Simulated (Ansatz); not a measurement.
**Two states of MnS**

```xyz
4
Lattice="-2.5470 -0.0218 2.5018 2.6496 0.0373 2.6044 0.0591 5.3753 0.0154" Properties=species:S:1:pos:R:3 pbc="T T T"
Mn   -2.2829   -0.0022    2.4823
Mn   -0.0725    2.5326    2.6592
S     2.5599    2.7610    2.5838
S    -0.0119    5.2768    2.5300
```

Single point in Ansatz 0.2.0 with r2SCAN. Cutoff 500 eV, PAW datasets, 5×5×4 Γ-centred k mesh, tetrahedron filling.

State A: Mn1 up, Mn2 up (collinear spin). State B: Mn1 up, Mn2 down (collinear spin).

Q: Which state is lower, and how do they differ?

A: State B is lower by 35.6 meV an atom at zero smearing.

```
state  free energy (meV/atom)  largest moment in a small sphere (μB)  net moment (μB/cell)  gap on mesh (eV)  pressure (GPa)  largest force (eV/Å)
    A                    35.6                                   4.36                 10.00              0.04             3.7                  2.11
    B                     0.0                                   4.30                  0.00              0.62             1.8                  1.82
```

Origin: a strained cell with displaced atoms, so it need not be a known compound. Caveats: empty levels are not fully converged; an odd or shifted mesh can miss the band edges, so this level's true gap may be smaller; atoms or cell far from equilibrium; forces and stress under tetrahedra may miss the slope of the energy.
